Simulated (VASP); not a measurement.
**Pd: band structure with revTPSS**

Crystal: Pd.

```
Pd
1.0
     0.00000    1.94650    1.94650
     1.94650    0.00000    1.94650
     1.94650    1.94650    0.00000
Pd
1
Direct
  0.00000 0.00000 0.00000
```

```json
{
 "Program": "VASP 6.6.1",
 "Task": "band structure",
 "Functional": "revTPSS",
 "Potentials or basis": "VASP PAW PBE potentials, release 64 (Pd)",
 "Cutoff": "520 eV",
 "k mesh": "12 × 12 × 12",
 "Occupations": "fermi-dirac, width 0.05 eV",
 "Spin": "no spin polarisation",
 "Further INCAR settings": "ALGO = Normal; EDIFF = 1e-06; NBANDS = 11"
}
```

| Property | Result |
| --- | --- |
| Pressure | -2.5 GPa |
| Band gap along the path | none (metal or under the smearing width) |

Levels at the corners of the path, in eV from the Fermi level:
```csv
point,band 2,band 3,band 4,band 5,band 6,band 7,band 8,band 9
Γ,-2.83,-2.83,-2.83,-1.24,-1.24,17.18,22.01,22.01
X,-5.12,-0.06,0.32,0.32,3.35,10.83,13.29,13.29
X,-5.12,-0.06,0.32,0.32,3.35,10.83,13.29,13.29
W,-3.39,-3.39,-1.34,0.32,8.94,8.94,10.58,11.51
W,-3.39,-3.39,-1.34,0.32,8.94,8.94,10.58,11.51
K,-4.19,-1.97,-0.97,-0.13,7.14,8.15,10.87,16.01
K,-4.19,-1.97,-0.97,-0.13,7.14,8.15,10.87,16.01
Γ,-2.83,-2.83,-2.83,-1.24,-1.24,17.18,22.01,22.01
Γ,-2.83,-2.83,-2.83,-1.24,-1.24,17.18,22.01,22.01
L,-2.90,-2.90,-0.01,-0.01,0.94,7.42,16.46,21.32
L,-2.90,-2.90,-0.01,-0.01,0.94,7.42,16.46,21.32
U,-4.19,-1.97,-0.97,-0.13,7.14,8.15,10.87,16.01
U,-4.19,-1.97,-0.97,-0.13,7.14,8.15,10.87,16.01
W,-3.39,-3.39,-1.34,0.32,8.94,8.94,10.58,11.51
W,-3.39,-3.39,-1.34,0.32,8.94,8.94,10.58,11.51
L,-2.90,-2.90,-0.01,-0.01,0.94,7.42,16.46,21.32
L,-2.90,-2.90,-0.01,-0.01,0.94,7.42,16.46,21.32
K,-4.19,-1.97,-0.97,-0.13,7.14,8.15,10.87,16.01
U,-4.19,-1.97,-0.97,-0.13,7.14,8.15,10.87,16.01
X,-5.12,-0.06,0.32,0.32,3.35,10.83,13.29,13.29
```

Wall time 36 s on 1 thread of Intel(R) Xeon(R) 6975P-C (Granite Rapids) (shared host), peak memory 0.14 GiB.

Caveat: the PAW data sets were made with another functional, which shifts forces and pressure a little.
